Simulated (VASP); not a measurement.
# SiO2 (I-42d) in VASP: reference runs, part 2 of 2

VASP 6.6.1.

### 3 Single point, PBE (atoms moved at random, drawn with an rms of 0.05 Å)

INCAR

```
ALGO = Normal ; EDIFF = 1E-7
ENCUT = 520 ; GGA = PE
ISIF = 2 ; ISMEAR = -1
LASPH = True ; LCHARG = False
LREAL = False ; LWAVE = False
NBANDS = 25 ; NELM = 100
PREC = Accurate ; SIGMA = 0.05
```

KPOINTS

```
k-points
0
Gamma
  8 8 8
```

POSCAR

```
SiO2
1.0
   -2.4772904627      2.4772904627      3.6556712422
    2.4772904627     -2.4772904627      3.6556712422
    2.4772904627      2.4772904627     -3.6556712422
Si O
2 4
Direct
    0.7461770000      0.2499160000      0.5036380000
    0.0052360000     -0.0048680000      0.0094390000
    0.8746950000      0.0353630000      0.6569430000
    0.7856630000      0.1332840000      0.1677080000
    0.9672070000      0.6150540000      0.8369230000
    0.3820670000      0.2242900000      0.3523730000
```

Potentials or basis: VASP PAW PBE potentials, release 64 (Si, O).

The run is started by

```sh
> cat potpaw_PBE.64/Si/POTCAR potpaw_PBE.64/O/POTCAR > POTCAR
> mpirun -np 1 vasp_std > vasp.out
```

OUTCAR:

```text
EDIFF = 1E-7
   ENCUT = 520
   GGA = PE
   ISIF = 2
   ISMEAR = -1
   LASPH = True
   LREAL = False
   NELM = 100
   PREC = Accurate

 ion  position               nearest neighbor table
   1  0.746  0.250  0.504-   6 1.56   5 1.57   3 1.58   4 1.61   2 3.04   2 3.06   2 3.09   2 3.12

   2  0.005  0.995  0.009-   5 1.61   6 1.62   4 1.63   3 1.67   1 3.04   1 3.06   1 3.09   1 3.12

   3  0.875  0.035  0.657-   1 1.58   2 1.67
   4  0.786  0.133  0.168-   1 1.61   2 1.63
   5  0.967  0.615  0.837-   1 1.57   2 1.61
   6  0.382  0.224  0.352-   1 1.56   2 1.62

  LATTYP: Found a body centered tetragonal cell.
 ALAT       =     4.9545809254
 C/A-ratio  =     1.4756732395

  Lattice vectors:

 A1 = (  -2.4772904627,   2.4772904627,   3.6556712422)
 A2 = (   2.4772904627,  -2.4772904627,   3.6556712422)
 A3 = (   2.4772904627,   2.4772904627,  -3.6556712422)

Analysis of symmetry for initial positions (statically):
=====================================================================
 Subroutine PRICEL returns:
 Original cell was already a primitive cell.

 Routine SETGRP: Setting up the symmetry group for a
 body centered tetragonal supercell.

 Subroutine GETGRP returns: Found  1 space group operations
 (whereof  1 operations were pure point group operations)
 out of a pool of 16 trial point group operations.

The static configuration has the point symmetry C_1 .

Analysis of symmetry for dynamics (positions and initial velocities):
=====================================================================
 Subroutine PRICEL returns:
 Original cell was already a primitive cell.

 Routine SETGRP: Setting up the symmetry group for a
 body centered tetragonal supercell.

 Subroutine GETGRP returns: Found  1 space group operations
 (whereof  1 operations were pure point group operations)
 out of a pool of 16 trial point group operations.

The dynamic configuration has the point symmetry C_1 .

 Subroutine INISYM returns: Found  1 space group operations
 (whereof  1 operations are pure point group operations),
 and found     1 'primitive' translations

----------------------------------------------------------------------------------------

                                     Primitive cell

  volume of cell :      89.7390

  direct lattice vectors                    reciprocal lattice vectors
    -2.477290463  2.477290463  3.655671242     0.000000000  0.201833417  0.136773787
     2.477290463 -2.477290463  3.655671242     0.201833417  0.000000000  0.136773787
     2.477290463  2.477290463 -3.655671242     0.201833417  0.201833417  0.000000000

  length of vectors
     5.063385064  5.063385064  5.063385064     0.243810987  0.243810987  0.285435556

  position of ions in fractional coordinates (direct lattice)
     0.746177000  0.249916000  0.503638000
     0.005236000  0.995132000  0.009439000
     0.874695000  0.035363000  0.656943000
     0.785663000  0.133284000  0.167708000
     0.967207000  0.615054000  0.836923000
     0.382067000  0.224290000  0.352373000

  ion indices of the primitive-cell ions
   primitive index   ion index
                 1           1
[... 31 lines left out ...]

 Following reciprocal coordinates:
            Coordinates               Weight
  0.000000  0.000000  0.000000      1.000000
  0.125000  0.000000  0.000000      2.000000
  0.000000  0.125000  0.000000      2.000000
  0.000000  0.125000 -0.125000      2.000000
  0.125000  0.000000 -0.125000      2.000000
  0.250000  0.000000  0.000000      2.000000
[... 16 lines left out ...]
  0.000000  0.375000 -0.125000      2.000000
  0.125000  0.250000 -0.375000      2.000000
 [... further k-points ...]
   k-points           NKPTS =    260   k-points in BZ     NKDIM =    260   number of bands    NBANDS=     25
   number of dos      NEDOS =    301   number of ions     NIONS =      6
   total plane-waves  NPLWV =  64000
   dimension x,y,z NGX =    40 NGY =   40 NGZ =   40
   dimension x,y,z NGXF=    80 NGYF=   80 NGZF=   80
   ions per type =               2   4
   NGX,Y,Z   is equivalent  to a cutoff of  13.13, 13.13, 13.13 a.u.
   NGXF,Y,Z  is equivalent  to a cutoff of  26.27, 26.27, 26.27 a.u.
 SYSTEM =  unknown system
   PREC   = accura    normal or accurate (medium, high low for compatibility)
   ISTART =      0    job   : 0-new  1-cont  2-samecut
   ICHARG =      2    charge: 1-file 2-atom 10-const
   ISPIN  =      1    spin polarized calculation?
   LNONCOLLINEAR =      F non collinear calculations
   LSORBIT =      F    spin-orbit coupling
   LASPH  =      T    aspherical Exc in radial PAW
   ENCUT  =  520.0 eV  38.22 Ry    6.18 a.u.   9.41  9.41  9.41*2*pi/ulx,y,z
   NELM   =    100;   NELMIN=  2; NELMDL= -5     # of ELM steps
   EDIFF  = 0.1E-06   stopping-criterion for ELM
   LREAL  =      F    real-space projection
   EDIFFG = 0.1E-05   stopping-criterion for IOM
   NSW    =      0    number of steps for IOM
   IBRION =     -1    ionic relax: 0-MD 1-quasi-New 2-CG
   NFREE  =      0    steps in history (QN), initial steepest desc. (CG)
   ISIF   =      2    stress and relaxation
   ISYM   =      2    0-nonsym 1-usesym 2-fastsym
   POTIM  = 0.5000    time-step for ionic-motion
   TEBEG  =    0.0;   TEEND  =   0.0 temperature during run
   PSTRESS=    0.0 pullay stress
   NELECT =      32.0000    total number of electrons
   NUPDOWN=      -1.0000    fix difference up-down
   EMIN   =  10.00;   EMAX   =-10.00  energy-range for DOS
   EFERMI =   0.00;   METHOD = LEGACY
   ISMEAR =    -1;   SIGMA  =   0.05  broadening in eV -4-tet -1-fermi 0-gaus
   EFERMI_NEDOS =   21; number of points for ismear=-14 and -15
   IALGO  =     38    algorithm
   IMIX   =      4    mixing-type and parameters
     AMIX     =   0.40;   BMIX     =  1.00
     AMIX_MAG =   1.60;   BMIX_MAG =  1.00
  volume/ion in A,a.u.               =      14.96       100.93
  Fermi-wavevector in a.u.,A,eV,Ry     =   1.160908  2.193798 18.336674  1.347708
  Thomas-Fermi vector in A             =   2.297486
   LORBIT       =      0    0 simple, 1 ext, 2 COOP (PROOUT), +10 PAW based schemes
   GGA     = PE    functional components
   LHFCALC =     F    Hartree Fock is set to
   AEXX    =    0.0000 exact exchange contribution
   IVDW    =     0    specifies the selected vdW correction
   LEPSILON=     F    determine dielectric tensor
   LRPA    =     F    only Hartree local field effects (RPA)
 non-spin polarized calculation
  energy-cutoff  :      520.00
  volume of cell :       89.74
 maximum number of plane-waves:      2435
 NGX is ok and might be reduce to    40
   NGX = 19   NGY = 19   NGZ = 19

 number of electron      32.0000000 magnetization

 Free energy of the ion-electron system (eV)
  ---------------------------------------------------
  ext. energy  EPLUGINS =         0.00000000
  ---------------------------------------------------
  free energy    TOTEN  =       -47.23998409 eV

  energy without entropy =      -47.23998409  energy(sigma->0) =      -47.23998409

 E-fermi :   0.7570     XC(G=0):  -8.1549

 val. band max:       -0.3524163292   @ k =   0.0000   0.0000   0.0000
 cond. band min:       5.5024008325   @ k =   0.0000   0.0000   0.0000
 fundamental gap:      5.8548171617
 Fermi energy:         0.7570344720

 k-point     1 :       0.0000    0.0000    0.0000
  band No.  band energies     occupation
      1     -19.7152      2.00000
      2     -17.7958      2.00000
      3     -17.5722      2.00000
      4     -17.3070      2.00000
      5      -9.7086      2.00000
      6      -6.0480      2.00000
[... 661 lines left out ...]
     24      12.8623      0.00000
     25      13.2540      0.00000

 [... further k-points ...]

------------------------ aborting loop because EDIFF is reached ----------------------------------------

  FORCE on cell =-STRESS in cart. coord.  units (eV):
  Direction    XX          YY          ZZ          XY          YZ          ZX
  --------------------------------------------------------------------------------------
  -------------------------------------------------------------------------------------
  Total        3.7325840      3.6546199      3.5720734     -0.5335625      1.7285520      1.0904031
  in kB       66.6406438     65.2486924     63.7749264     -9.5260947     30.8611454     19.4677918
  external PRESSURE =      65.2214208 kB  Pullay stress =       0.0000000 kB

 VOLUME and BASIS-vectors are now :
 -----------------------------------------------------------------------------
  energy-cutoff  :      520.00
  volume of cell :       89.74
      direct lattice vectors                 reciprocal lattice vectors
    -2.477290463  2.477290463  3.655671242     0.000000000  0.201833417  0.136773787
     2.477290463 -2.477290463  3.655671242     0.201833417  0.000000000  0.136773787
     2.477290463  2.477290463 -3.655671242     0.201833417  0.201833417  0.000000000

 POSITION                                       TOTAL-FORCE (eV/Angst)
 -----------------------------------------------------------------------------------
      0.01827      2.47704      1.80025        -1.223602      0.615488      0.564687
      2.47564     -2.42888      3.62251         0.181069     -1.478014      0.789142
     -0.45183      3.70671      0.92531        -0.312434      2.188330     -1.708006
     -1.20067      2.03159      2.74628        -1.143378     -0.251712      0.491844
      1.20092      2.94569      2.72471         2.006397      0.712131      1.322197
      0.48207      1.26379      0.92848         0.491949     -1.786223     -1.459865
 -----------------------------------------------------------------------------------
    total drift:                                0.000024      0.000251      0.000005

  FREE ENERGIE OF THE ION-ELECTRON SYSTEM (eV)
  ---------------------------------------------------
  free  energy   TOTEN  =       -47.2399840871 eV

  energy  without entropy=      -47.2399840871  energy(sigma->0) =      -47.23998409
```

Wall time 9.7 min (1 thread of Intel Xeon Platinum 8488C (Sapphire Rapids), shared host); peak memory 0.55 GiB.

What came out:

* Free energy: -47.2400 eV
* Pressure: 6.5 GPa
* Largest force: 2.794 eV/Å
* Band gap on the k mesh: 5.85 eV, direct

Forces in eV/Å, atoms in the order of the input:
```
Si  -1.224  0.615  0.565
Si   0.181 -1.478  0.789
O   -0.312  2.188 -1.708
O   -1.143 -0.252  0.492
O    2.006  0.712  1.322
O    0.492 -1.786 -1.460
```

A k mesh can miss the band edges.
